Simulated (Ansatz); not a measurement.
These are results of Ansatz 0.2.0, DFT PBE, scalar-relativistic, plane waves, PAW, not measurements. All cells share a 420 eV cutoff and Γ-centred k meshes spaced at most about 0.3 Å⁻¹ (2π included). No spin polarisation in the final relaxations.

Temperature and zero-point effects are left out. Lower structures may exist.

Question: Which of these relaxed structures of GaN is the lowest in energy?
A.

```
Ga N
1.0
     1.45459   -6.24561    0.00000
     1.45459    6.24561    0.00000
     0.00000    0.00000    2.91347
Ga N
2 2
Direct
  0.66639 0.33361 0.75000
  0.33361 0.66639 0.25000
  0.83952 0.16048 0.75000
  0.16048 0.83952 0.25000
```

B.

```
Ga N
1.0
     0.00000    2.13409    2.13409
     2.13409    0.00000    2.13409
     2.13409    2.13409    0.00000
Ga N
1 1
Direct
  0.50000 0.50000 0.50000
  0.00000 0.00000 0.00000
```

C.

```
Ga N
1.0
     3.21843    0.00000    0.00000
    -1.60921    2.78724    0.00000
     0.00000    0.00000    5.24308
Ga N
2 2
Direct
  0.33333 0.66667 0.99912
  0.66667 0.33333 0.49912
  0.33333 0.66667 0.37588
  0.66667 0.33333 0.87588
```

D.

```
Ga N
1.0
     3.75964    0.00000    0.00000
     0.00000    3.75964    0.00000
     0.00000    0.00000    3.81900
Ga N
2 2
Direct
  0.00000 0.00000 0.50000
  0.50000 0.50000 0.50000
  0.50000 0.00000 0.67861
  0.00000 0.50000 0.32139
```

Answer: C. It has the wurtzite type, space group P6_3mc (No. 186); the next, B, with the rock salt type, space group Fm-3m (No. 225), lies 0.48 eV/atom higher. Counting N atoms around Ga (those within 1.25 times the shortest such distance or 1.15 times the sum of covalent radii), the lowest has Ga 4 and the next has Ga 6.

Weakly bound directions are ill-defined at this level, which has no dispersion term (Cmcm, P4/nmm), and this can change margins and order among such cells. The P6_3mc cell at 11.8 Å³/atom was relaxed from a cell as deposited in COD. The Fm-3m cell at 9.7 Å³/atom was relaxed from a cell as deposited in COD. With atoms moved at random, P6_3mc came back. Other cells relaxed within their symmetry can be saddle points. Some types were kept out of the candidates beforehand, so the set may lack a known form.
